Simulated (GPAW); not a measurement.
Input of a GPAW 26.7.0 run:

File run.py:

```python
import spglib
from ase import Atoms
from ase.eos import EquationOfState
from ase.io import Trajectory, read
from ase.units import GPa
from gpaw import GPAW, PW, setup_paths

setup_paths.insert(0, '.')

atoms = read('NaI.cif')
cell, positions, numbers = spglib.find_primitive(
    (atoms.cell[:], atoms.get_scaled_positions(), atoms.numbers), symprec=1e-4)
atoms = Atoms(numbers, cell=cell, scaled_positions=positions, pbc=True)

traj = Trajectory('eos.traj', 'w')
volumes, energies = [], []
for x in [0.94, 0.96, 0.98, 1.0, 1.02, 1.04, 1.06]:
    a = atoms.copy()
    a.set_cell(atoms.cell * x**(1 / 3), scale_atoms=True)
    calc = GPAW(mode=PW(800),
                xc='PBE',
                kpts={'size': (6, 6, 6), 'gamma': True},
                occupations={'name': 'fermi-dirac', 'width': 0.05},
                nbands=15,
                convergence={'density': 1e-05, 'energy': 1e-05},
                maxiter=150,
                txt=f'eos-{x:.2f}.txt')
    a.calc = calc
    energies.append(a.get_potential_energy(force_consistent=True))
    volumes.append(a.get_volume())
    p = -a.get_stress()[:3].mean() / GPa
    calc.write(f'eos-{x:.2f}.gpw')
    traj.write(a)
    print(f'{x:.2f} {volumes[-1]:10.4f} A^3 {energies[-1]:14.6f} eV {p:9.3f} GPa', flush=True)

v0, e0, B = EquationOfState(volumes, energies, eos='birchmurnaghan').fit()
print(f'V0 = {v0:.4f} A^3, E0 = {e0:.6f} eV, B0 = {B / GPa:.2f} GPa')
```

File NaI.cif:

```cif
data_NaI
_cell_length_a 6.47280000
_cell_length_b 6.47280000
_cell_length_c 6.47280000
_cell_angle_alpha 90.00000000
_cell_angle_beta 90.00000000
_cell_angle_gamma 90.00000000
_space_group_name_H-M_alt 'Fm-3m'
_space_group_name_Hall '-F 4 2 3'
_space_group_IT_number 225
loop_
_space_group_symop_operation_xyz
'x,y,z'
'-x,-y,-z'
'-y,x,z'
'y,-x,-z'
'-x,-y,z'
'x,y,-z'
'y,-x,z'
'-y,x,-z'
'x,-y,-z'
'-x,y,z'
'-y,-x,-z'
'y,x,z'
'-x,y,-z'
'x,-y,z'
'y,x,-z'
'-y,-x,z'
'z,x,y'
'-z,-x,-y'
'z,-y,x'
'-z,y,-x'
'z,-x,-y'
'-z,x,y'
'z,y,-x'
'-z,-y,x'
'-z,x,-y'
'z,-x,y'
'-z,-y,-x'
'z,y,x'
'-z,-x,y'
'z,x,-y'
'-z,y,x'
'z,-y,-x'
'y,z,x'
'-y,-z,-x'
'x,z,-y'
'-x,-z,y'
'-y,z,-x'
'y,-z,x'
'-x,z,y'
'x,-z,-y'
'-y,-z,x'
'y,z,-x'
'-x,-z,-y'
'x,z,y'
'y,-z,-x'
'-y,z,x'
'x,-z,y'
'-x,z,-y'
'x,y+1/2,z+1/2'
'-x,-y+1/2,-z+1/2'
'-y,x+1/2,z+1/2'
'y,-x+1/2,-z+1/2'
'-x,-y+1/2,z+1/2'
'x,y+1/2,-z+1/2'
'y,-x+1/2,z+1/2'
'-y,x+1/2,-z+1/2'
'x,-y+1/2,-z+1/2'
'-x,y+1/2,z+1/2'
'-y,-x+1/2,-z+1/2'
'y,x+1/2,z+1/2'
'-x,y+1/2,-z+1/2'
[... 41 lines left out ...]
'y+1/2,-x,z+1/2'
'-y+1/2,x,-z+1/2'
'x+1/2,-y,-z+1/2'
'-x+1/2,y,z+1/2'
'-y+1/2,-x,-z+1/2'
'y+1/2,x,z+1/2'
'-x+1/2,y,-z+1/2'
'x+1/2,-y,z+1/2'
'y+1/2,x,-z+1/2'
'-y+1/2,-x,z+1/2'
'z+1/2,x,y+1/2'
'-z+1/2,-x,-y+1/2'
'z+1/2,-y,x+1/2'
'-z+1/2,y,-x+1/2'
'z+1/2,-x,-y+1/2'
'-z+1/2,x,y+1/2'
'z+1/2,y,-x+1/2'
'-z+1/2,-y,x+1/2'
'-z+1/2,x,-y+1/2'
'z+1/2,-x,y+1/2'
'-z+1/2,-y,-x+1/2'
'z+1/2,y,x+1/2'
'-z+1/2,-x,y+1/2'
'z+1/2,x,-y+1/2'
'-z+1/2,y,x+1/2'
'z+1/2,-y,-x+1/2'
'y+1/2,z,x+1/2'
'-y+1/2,-z,-x+1/2'
'x+1/2,z,-y+1/2'
'-x+1/2,-z,y+1/2'
'-y+1/2,z,-x+1/2'
'y+1/2,-z,x+1/2'
'-x+1/2,z,y+1/2'
'x+1/2,-z,-y+1/2'
'-y+1/2,-z,x+1/2'
'y+1/2,z,-x+1/2'
'-x+1/2,-z,-y+1/2'
'x+1/2,z,y+1/2'
'y+1/2,-z,-x+1/2'
'-y+1/2,z,x+1/2'
'x+1/2,-z,y+1/2'
'-x+1/2,z,-y+1/2'
'x+1/2,y+1/2,z'
'-x+1/2,-y+1/2,-z'
'-y+1/2,x+1/2,z'
'y+1/2,-x+1/2,-z'
'-x+1/2,-y+1/2,z'
'x+1/2,y+1/2,-z'
'y+1/2,-x+1/2,z'
'-y+1/2,x+1/2,-z'
'x+1/2,-y+1/2,-z'
'-x+1/2,y+1/2,z'
'-y+1/2,-x+1/2,-z'
'y+1/2,x+1/2,z'
'-x+1/2,y+1/2,-z'
'x+1/2,-y+1/2,z'
'y+1/2,x+1/2,-z'
'-y+1/2,-x+1/2,z'
'z+1/2,x+1/2,y'
'-z+1/2,-x+1/2,-y'
'z+1/2,-y+1/2,x'
'-z+1/2,y+1/2,-x'
'z+1/2,-x+1/2,-y'
'-z+1/2,x+1/2,y'
'z+1/2,y+1/2,-x'
'-z+1/2,-y+1/2,x'
'-z+1/2,x+1/2,-y'
'z+1/2,-x+1/2,y'
'-z+1/2,-y+1/2,-x'
'z+1/2,y+1/2,x'
'-z+1/2,-x+1/2,y'
'z+1/2,x+1/2,-y'
'-z+1/2,y+1/2,x'
'z+1/2,-y+1/2,-x'
'y+1/2,z+1/2,x'
'-y+1/2,-z+1/2,-x'
'x+1/2,z+1/2,-y'
'-x+1/2,-z+1/2,y'
'-y+1/2,z+1/2,-x'
'y+1/2,-z+1/2,x'
'-x+1/2,z+1/2,y'
'x+1/2,-z+1/2,-y'
'-y+1/2,-z+1/2,x'
'y+1/2,z+1/2,-x'
'-x+1/2,-z+1/2,-y'
'x+1/2,z+1/2,y'
'y+1/2,-z+1/2,-x'
'-y+1/2,z+1/2,x'
'x+1/2,-z+1/2,y'
'-x+1/2,z+1/2,-y'
loop_
_atom_site_label
_atom_site_type_symbol
_atom_site_symmetry_multiplicity
_atom_site_Wyckoff_symbol
_atom_site_fract_x
_atom_site_fract_y
_atom_site_fract_z
_atom_site_occupancy
I1 I 4 b 0.5000000000 0.0000000000 0.0000000000 1
Na1 Na 4 a 0.0000000000 0.0000000000 0.0000000000 1
```

Potentials or basis: PAW data sets generated in the run's folder for this functional, pw.

Command:

```sh
$ gpaw-setup -f PBE I Na
$ OMP_NUM_THREADS=1 python run.py
```

**Question.** What does it give for the pressure derivative of the bulk modulus?

**Answer.** 4.7.

**Question.** What does it give for the equilibrium volume?

**Answer.** 34.84 Å³/atom.

**Question.** Predict the bulk modulus.

**Answer.** 15.0 GPa.

Energy against volume, from the lowest point:
| volume (Å³/atom) | energy (meV/atom) |
| --- | --- |
| 31.865 | 14.04 |
| 32.543 | 8.00 |
| 33.221 | 3.78 |
| 33.899 | 1.17 |
| 34.577 | 0.00 |
| 35.255 | 0.13 |
| 35.933 | 1.41 |

Spin-orbit coupling is left out, which matters for the levels of I. Zero-point motion and thermal expansion aren't in these numbers.
